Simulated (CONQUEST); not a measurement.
The system is PbS.

```
Pb S
1.0
     4.15991    0.00000    0.00000
     0.00000    4.27932    0.00000
     0.00000    0.00000   11.98259
Pb S
4 4
Direct
  0.00000 0.25000 0.13056
  0.50000 0.25000 0.63056
  0.00000 0.75000 0.86944
  0.50000 0.75000 0.36944
  0.00000 0.25000 0.35480
  0.50000 0.25000 0.85480
  0.00000 0.75000 0.64520
  0.50000 0.75000 0.14520
```

Measurements of this composition are mostly on another form, of space group No. 225.

Base run:

```yaml
Program: CONQUEST 1.3
Functional: PBE
Potentials_or_basis: PseudoDojo NC PBE, SZ, grid cutoff 120 Ha
k_mesh: 7 × 6 × 3
Occupations: fermi-dirac, width 0.05 eV
Spin: no spin polarisation
```

Its results: band gap on the k mesh 1.19 eV; pressure 6.0 GPa; largest force 1.131 eV/Å.

Task: The run is repeated on the same cell with these changes: potentials or basis from PseudoDojo NC PBE, SZ, grid cutoff 120 Ha to PseudoDojo NC PBE, SZP, grid cutoff 120 Ha. What comes out?

Result: Band gap on the k mesh 1.13 eV; pressure 2.7 GPa; largest force 0.451 eV/Å.

Caveats: the atomic basis is small; the box holds several primitive cells, so bands are folded and the points are those of the box's own zone; spin-orbit coupling is left out, which as a rule narrows the gap of such compounds by several tenths of an eV; an odd mesh through Γ misses points on the zone boundary, where band edges often lie; this functional lacks dispersion, which binds the layers, so the pressure and a relaxed spacing across them are unreliable; the basis of atomic orbitals isn't converged, which shifts pressures, moduli and gaps; forces of over 1 eV/Å show positions far from the minimum, so gaps and moduli don't describe the material at rest (some runs).
